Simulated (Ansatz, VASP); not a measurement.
## Two plane-wave programs on P

```
P
1.0
     0.00000    2.35284    2.35284
     2.35284    0.00000    2.35284
     2.35284    2.35284    0.00000
P
2
Direct
  0.87500 0.87500 0.87500
  0.12500 0.12500 0.12500
```

Change from the starting cell: volume scaled by 0.68, PAW files.

Alike in both runs: task single point; functional LDA; k mesh 12 × 12 × 12; occupations fermi-dirac, width 0.1 eV; no spin polarisation.

|  | VASP | Ansatz |
| --- | --- | --- |
| version | VASP 6.6.1 | Ansatz 0.2.0 |
| potentials or method | VASP PAW LDA potentials, release 64 (P) | PAW with Ansatz's default frozen-core files, scalar-relativistic |
| plane-wave cutoff (eV) | 520 | 420 |
| valence electrons in the cell | 10 | 10 |

```tsv
	VASP	Ansatz	Ansatz less VASP
pressure (GPa)	46.8	47.6	+0.78
```

Caveats: so large a pressure means that the cell lies far from this level's equilibrium, or that cutoff or potentials fall short (VASP).
